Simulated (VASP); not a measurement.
Wanted: the native input for a VASP 6.6.1 run.

| Property | Result |
| --- | --- |
| Task | single point |
| Functional | revPBE |
| Dispersion | D4 |
| Potentials or basis | VASP PAW PBE potentials, release 64 (Pr) |
| Cutoff | 520 eV |
| k mesh | 7 × 7 × 7 |
| Occupations | gaussian, width 0.01 eV |
| Spin | non-collinear spin, typed start, spin-orbit coupling |
| Starting moments | [[0.0, 0.0, 2.0]] μB |
| Dipole correction | no |
| Further INCAR settings | ALGO = Normal; EDIFF = 1e-06; NBANDS = 24 |

The structure of Pr lies in POSCAR:

```
Pr
1.0
   -2.1944725387      2.1944725387      1.8859478524
    2.1944725387     -2.1944725387      1.8859478524
    2.1944725387      2.1944725387     -1.8859478524
Pr
1
Direct
    0.0000000000      0.0000000000      0.0000000000
```

This isn't the form of Pr at room conditions, which is double hcp.

One way to write it, as run:

INCAR

```
SYSTEM = Pr
  ALGO = Normal
  EDIFF = 1E-6
  ENCUT = 520
  GGA = RE
  GGA_COMPAT = .FALSE.
  ISIF = 2
  ISMEAR = 0
  IVDW = 13
  LASPH = .TRUE.
  LCHARG = .TRUE.
  LMAXMIX = 6
  LORBIT = 11
  LORBMOM = .TRUE.
  LREAL = .FALSE.
  LSORBIT = .TRUE.
  LVHAR = .TRUE.
  LWAVE = .FALSE.
  MAGMOM = 0 0 2
  NBANDS = 24
  NELM = 150
  PREC = Accurate
  SIGMA = 0.01
```

KPOINTS

```
k-points
0
G
  7 7 7
  0 0 0
```

Potentials or basis: VASP PAW PBE potentials, release 64 (Pr).

Command:

```bash
$ cat potpaw_PBE.64/Pr/POTCAR > POTCAR
$ mpirun -np 1 vasp_ncl > vasp.out
```

It gave:

* Pressure: -1.8 GPa
* Net moment: 2.86 μB per cell
* Valence electrons inside the program's atomic spheres: Pr 10.04
* Dispersion energy per atom: -0.306 eV

Caveat: the magnetic or orbital state may not be the lowest; the PAW data sets were made with another functional, which shifts forces and pressure a little.

It took 5 min on 1 thread of Intel(R) Xeon(R) Platinum 8488C (Sapphire Rapids) (shared host), peak memory 0.3 GiB.
